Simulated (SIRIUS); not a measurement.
The system is TiAl.

```
Ti Al
1.0
     3.17906    0.00000    0.00000
     0.00000    3.17906    0.00000
     0.00000    0.00000    3.17906
Ti Al
1 1
Direct
  0.00000 0.00000 0.00000
  0.50000 0.50000 0.50000
```

The cell comes from a database or a generator and needn't be the stable form of this composition.

- Program: SIRIUS 7.12.0
- Task: single point
- Functional: PBEsol
- Potentials or basis: all-electron FP-LAPW
- Cutoff: 183 eV
- Basis: apw+lo standard
- k mesh: 8 × 8 × 8
- Occupations: fermi-dirac, width 0.05 eV
- Spin: no spin polarisation

On this cell: largest force zero by symmetry; band gap on the k mesh none (metal or under the smearing width).

The same run follows on a disturbed copy (atoms moved at random):

```
CELL_PARAMETERS angstrom
3.17906 0.00000 0.00000
0.00000 3.17906 0.00000
0.00000 0.00000 3.17906
ATOMIC_POSITIONS crystal
Ti 0.99886 0.00758 0.00170
Al 0.50931 0.50647 0.50062
```

Question: What does the disturbed cell give?

Answer: The energy (extrapolated to zero smearing) moves by +1.7 meV/atom; largest force 0.208 eV/Å; band gap on the k mesh none (metal or under the smearing width).

Forces in eV/Å, atoms in the order of the input:
```
Ti   0.205 -0.022 -0.021
Al  -0.205  0.022  0.021
```
